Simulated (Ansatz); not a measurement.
# BaS: energy and stress against strain

This session takes BaS and sets out to strain the cell along the Voigt pattern (0, 0, 1, 0, 0, 0).

Method: DFT PBEsol, scalar-relativistic, plane waves, PAW, in Ansatz 0.2.0.

1 further run of the same task is left out (set aside as unsound or not needed).

### 1 Starting point

The structure is cubic, space group Fm-3m (No. 225). Conventional cell: a = 6.333 Å, b = 6.333 Å, c = 6.333 Å, α = 90.00°, β = 90.00°, γ = 90.00°. Around Ba (site symmetry m-3m) lie 6 S at 3.17 Å. Around S (site symmetry m-3m) lie 6 Ba at 3.17 Å.

Structure file:

```cif
data_structure
_symmetry_space_group_name_H-M 'Fm-3m'
_symmetry_Int_Tables_number 225
_cell_length_a 6.3326
_cell_length_b 6.3326
_cell_length_c 6.3326
_cell_angle_alpha 90.000
_cell_angle_beta 90.000
_cell_angle_gamma 90.000
_cell_volume 253.95
loop_
_atom_site_label
_atom_site_type_symbol
_atom_site_symmetry_multiplicity
_atom_site_Wyckoff_symbol
_atom_site_fract_x
_atom_site_fract_y
_atom_site_fract_z
_atom_site_occupancy
Ba1 Ba 4 a 0.00000 0.00000 0.00000 1
S1 S 4 b 0.50000 0.00000 0.00000 1
```

It is the result of an earlier relaxation at this level (volume 31.74 Å³/atom; gap on the mesh: 2.04 eV).

### 2 Zero of the scan

File input.yaml:

```yaml
crystal:
  lattice:
    - [0.0, 3.16630072, 3.16630072]
    - [3.16630072, 0.0, 3.16630072]
    - [3.16630072, 3.16630072, 0.0]
  atoms:
    - { symbol: Ba, position: [0.0, 0.0, 0.0] }
    - { symbol: S, position: [0.5, 0.5, 0.5] }
basis:
  ecutwfc: 420
kpoints:
  mp_grid: { grid: [8, 8, 8] }
hamiltonian:
  xc: pbesol
scf:
  occupations: { method: gaussian, width: 0.05 }
output:
  forces: true
  stress: true
  eigenvalues: true
```

### 3 The scan: energy and stress against strain

The cell is strained by ε times the Voigt pattern (0, 0, 1, 0, 0, 0) (xx, yy, zz, yz, xz, xy; engineering shear), with fractional coordinates fixed (clamped ions). The stress on the pattern is the sum of the stress components weighted by it, tension positive.

### 4 ε = -0.0600

input.yaml, as its differences from that of step 2:

```diff
@@ -2,4 +2,4 @@
   lattice:
-    - [0.0, 3.16630072, 3.16630072]
-    - [3.16630072, 0.0, 3.16630072]
+    - [0.0, 3.16630072, 2.9763226768]
+    - [3.16630072, 0.0, 2.9763226768]
     - [3.16630072, 3.16630072, 0.0]
```

### 5 At ε = 0.0450

input.yaml, as its differences from that of step 4:

```diff
@@ -2,4 +2,4 @@
   lattice:
-    - [0.0, 3.16630072, 2.9763226768]
-    - [3.16630072, 0.0, 2.9763226768]
+    - [0.0, 3.16630072, 3.3087842524]
+    - [3.16630072, 0.0, 3.3087842524]
     - [3.16630072, 3.16630072, 0.0]
```

### 6 Point ε = -0.0300

input.yaml, as its differences from that of step 5:

```diff
@@ -2,4 +2,4 @@
   lattice:
-    - [0.0, 3.16630072, 3.3087842524]
-    - [3.16630072, 0.0, 3.3087842524]
+    - [0.0, 3.16630072, 3.0713116984]
+    - [3.16630072, 0.0, 3.0713116984]
     - [3.16630072, 3.16630072, 0.0]
```

### 7 ε = 0.0150

input.yaml, as its differences from that of step 6:

```diff
@@ -2,4 +2,4 @@
   lattice:
-    - [0.0, 3.16630072, 3.0713116984]
-    - [3.16630072, 0.0, 3.0713116984]
+    - [0.0, 3.16630072, 3.2137952308]
+    - [3.16630072, 0.0, 3.2137952308]
     - [3.16630072, 3.16630072, 0.0]
```

### 8 ε = 0.0600

input.yaml, as its differences from that of step 7:

```diff
@@ -2,4 +2,4 @@
   lattice:
-    - [0.0, 3.16630072, 3.2137952308]
-    - [3.16630072, 0.0, 3.2137952308]
+    - [0.0, 3.16630072, 3.3562787632]
+    - [3.16630072, 0.0, 3.3562787632]
     - [3.16630072, 3.16630072, 0.0]
```

### 9 ε = -0.0450

input.yaml, as its differences from that of step 8:

```diff
@@ -2,4 +2,4 @@
   lattice:
-    - [0.0, 3.16630072, 3.3562787632]
-    - [3.16630072, 0.0, 3.3562787632]
+    - [0.0, 3.16630072, 3.0238171876]
+    - [3.16630072, 0.0, 3.0238171876]
     - [3.16630072, 3.16630072, 0.0]
```

### 10 At ε = 0.0300

input.yaml, as its differences from that of step 9:

```diff
@@ -2,4 +2,4 @@
   lattice:
-    - [0.0, 3.16630072, 3.0238171876]
-    - [3.16630072, 0.0, 3.0238171876]
+    - [0.0, 3.16630072, 3.2612897416]
+    - [3.16630072, 0.0, 3.2612897416]
     - [3.16630072, 3.16630072, 0.0]
```

### 11 At ε = -0.0150

input.yaml, as its differences from that of step 10:

```diff
@@ -2,4 +2,4 @@
   lattice:
-    - [0.0, 3.16630072, 3.2612897416]
-    - [3.16630072, 0.0, 3.2612897416]
+    - [0.0, 3.16630072, 3.1188062092]
+    - [3.16630072, 0.0, 3.1188062092]
     - [3.16630072, 3.16630072, 0.0]
```

### 12 ε = 0.0525

input.yaml, as its differences from that of step 11:

```diff
@@ -2,4 +2,4 @@
   lattice:
-    - [0.0, 3.16630072, 3.1188062092]
-    - [3.16630072, 0.0, 3.1188062092]
+    - [0.0, 3.16630072, 3.3325315078]
+    - [3.16630072, 0.0, 3.3325315078]
     - [3.16630072, 3.16630072, 0.0]
```

(Steps that only read results are left out.)

What does the calculation give? Wanted: slope of the stress at ε = 0, over ±0.0150.

As calculated:

| quantity | value |
| --- | --- |
| slope of the stress at ε = 0, over ±0.0150 | 104 GPa |

The slope of the stress at zero strain, 104 GPa, estimates C33 with clamped ions in this Cartesian frame; letting the atoms relax could not make it stiffer. No sampled point lies below the undisturbed cell. Compression costs more than tension: 48.5 against 28.8 meV/atom at the ends. The gap on the mesh stays between 1.67 and 2.08 eV.
